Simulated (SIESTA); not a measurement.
Hf:

```
Hf
1.0
    -1.80500    1.80500    1.80500
     1.80500   -1.80500    1.80500
     1.80500    1.80500   -1.80500
Hf
1
Direct
  0.00000 0.00000 0.00000
```

This isn't the form of Hf at room conditions, which is hcp.

- Program: SIESTA 5.4.2
- Task: relaxation of cell and atoms
- Functional: PBE
- Potentials or basis: PseudoDojo 0.4 standard (PBE files)
- Basis: SZ (energy shift 0.003 Ry)
- Grid cutoff: 800 Ry
- Energy shift: 0.003 Ry
- k mesh: 7 × 7 × 7
- Occupations: fermi-dirac, width 0.05 eV
- Spin: no spin polarisation

At the start: pressure -16.8 GPa; volume 23.52 Å³/atom.

Question: Where does the relaxation end?

Answer: Over 6 steps the energy falls by 205.6 meV/atom and the volume is 20.13 Å³/atom (-14.4 %); space group Im-3m (No. 229, to 0.05 Å).

The path:
| step | energy change (eV) | largest force (eV/Å) | pressure (GPa) | volume (Å³) |
| --- | --- | --- | --- | --- |
| 1 | 0.0000 | 0.0000 | -16.79 | 23.52 |
| 2 | -0.0784 | 0.0000 | -14.01 | 22.72 |
| 3 | -0.1677 | 0.0000 | -8.33 | 21.47 |
| 4 | -0.2055 | 0.0000 | -0.28 | 20.17 |
| 5 | -0.1703 | 0.0000 | 10.11 | 18.92 |
| 6 | -0.2056 | 0.0000 | -0.03 | 20.13 |

Final structure:
```
Hf
1.0
    -1.71366    1.71366    1.71366
     1.71366   -1.71366    1.71366
     1.71366    1.71366   -1.71366
Hf
1
Direct
  0.00000 0.00000 0.00000
```

Caveat: the basis has no polarisation orbitals; short orbitals over semicore shells can move pressures by several GPa; the basis of atomic orbitals isn't converged, which shifts pressures, moduli and gaps.
